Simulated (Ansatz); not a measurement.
# Li16Se7: the cost of one run

Program: Ansatz 0.2.0. Level of theory: DFT, PBE, plane-wave PAW, default files, scalar-relativistic, as far as a step names no other. These are calculated values, not measurements.

## 1. Starting point

Symmetry: Fm-3m, No. 225, cubic system. Conventional cell: a = 11.904 Å, b = 11.904 Å, c = 11.904 Å, α = 90.00°, β = 90.00°, γ = 90.00°. Li (site symmetry 3m) has 4 Se at 2.58 Å as nearest neighbours. Li (site symmetry 3m) has 3 Se at 2.58 Å as nearest neighbours. Se (site symmetry mmm) has 8 Li at 2.58 Å as nearest neighbours. Se (site symmetry m-3m) has 8 Li at 2.58 Å as nearest neighbours.

Coordinates:

```cif
data_structure
_symmetry_space_group_name_H-M 'Fm-3m'
_symmetry_Int_Tables_number 225
_cell_length_a 11.9042
_cell_length_b 11.9042
_cell_length_c 11.9042
_cell_angle_alpha 90.000
_cell_angle_beta 90.000
_cell_angle_gamma 90.000
_cell_volume 1686.93
loop_
_atom_site_label
_atom_site_type_symbol
_atom_site_symmetry_multiplicity
_atom_site_Wyckoff_symbol
_atom_site_fract_x
_atom_site_fract_y
_atom_site_fract_z
_atom_site_occupancy
Li1 Li 32 f 0.37500 0.87500 0.87500 1
Li2 Li 32 f 0.37500 0.12500 0.62500 1
Se1 Se 24 d 0.25000 0.25000 0.00000 1
Se2 Se 4 b 0.50000 0.00000 0.00000 1
```

The vacant site is at (0.000, 0.000, 0.000) in fractional coordinates of the input's cell.

## 2. Single point at the given positions

Contents of input.yaml:

```yaml
crystal:
  lattice:
    - [0.0, 5.9520885296, 5.9520885296]
    - [5.9520885296, 0.0, 5.9520885296]
    - [5.9520885296, 5.9520885296, 0.0]
  atoms:
    - { symbol: Li, position: [0.375, 0.375, 0.375] }
    - { symbol: Li, position: [0.375, 0.375, 0.875] }
    - { symbol: Li, position: [0.375, 0.875, 0.375] }
    - { symbol: Li, position: [0.375, 0.875, 0.875] }
    - { symbol: Li, position: [0.875, 0.375, 0.375] }
    - { symbol: Li, position: [0.875, 0.375, 0.875] }
    - { symbol: Li, position: [0.875, 0.875, 0.375] }
    - { symbol: Li, position: [0.875, 0.875, 0.875] }
    - { symbol: Li, position: [0.125, 0.125, 0.125] }
    - { symbol: Li, position: [0.125, 0.125, 0.625] }
    - { symbol: Li, position: [0.125, 0.625, 0.125] }
    - { symbol: Li, position: [0.125, 0.625, 0.625] }
    - { symbol: Li, position: [0.625, 0.125, 0.125] }
    - { symbol: Li, position: [0.625, 0.125, 0.625] }
    - { symbol: Li, position: [0.625, 0.625, 0.125] }
    - { symbol: Li, position: [0.625, 0.625, 0.625] }
    - { symbol: Se, position: [0.0, 0.0, 0.5] }
    - { symbol: Se, position: [0.0, 0.5, 0.0] }
    - { symbol: Se, position: [0.0, 0.5, 0.5] }
    - { symbol: Se, position: [0.5, 0.0, 0.0] }
    - { symbol: Se, position: [0.5, 0.0, 0.5] }
    - { symbol: Se, position: [0.5, 0.5, 0.0] }
    - { symbol: Se, position: [0.5, 0.5, 0.5] }
total_charge: 2
kpoints:
  mp_grid: { grid: [3, 3, 3] }
scf:
  occupations: { method: fermi_dirac, width: 0.01 }
hamiltonian:
  xc: pbe
  pseudopotentials: { kind: paw }
output:
  forces: true
  stress: true
  populations: true
  efg: { quadrupole_moments_barn: { Li: -0.0401 }, contact_densities: true }
```

Launch:

```sh
ansatz run input.yaml --threads 1 --pin off --max-ram 2560MiB --backend cpu --events-out ev --progress --plain --runs-dir out
```

What time and memory should one allow on 1 thread of Arm Neoverse V1, shared host?

About 24 s, with a peak of 0.75 GiB.
